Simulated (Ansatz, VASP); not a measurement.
# Sb in VASP and in Ansatz

```
Sb
1.0
     2.15420    1.24373    3.75800
    -2.15420    1.24373    3.75800
     0.00000   -2.48746    3.75800
Sb
2
Cartesian
  0.0000 0.0000 8.6416
  0.0000 0.0000 2.6324
```

Alike in both runs: task single point; functional PBE; k mesh 8 × 8 × 8; occupations gaussian, width 0.024 eV; no spin polarisation.

|  | VASP | Ansatz |
| --- | --- | --- |
| version | VASP 6.6.1 | Ansatz 0.2.0 |
| potentials or method | VASP PAW PBE potentials, release 64 (Sb), cutoff 520 eV | all-electron LAPW, scalar-relativistic |

```csv
,VASP,Ansatz,Ansatz less VASP
gap on the k mesh at the Fermi level (eV),none,none,-
pressure (GPa),2.8,2.7,-0.07
largest component of the traceless stress (GPa),0.50,0.47,-0.025
rms of the force components (eV/Å),0.107,0.082,-0.0249
```

Atom by atom the forces differ by 0.025 eV/Å (rms over components). A gap of «none» marks a metal or a gap that the smearing closes. Ansatz ran all-electron here, so the differences hold the error of VASP's frozen core and of both bases.

The runs have no spin-orbit coupling, so splittings on Sb are missing.
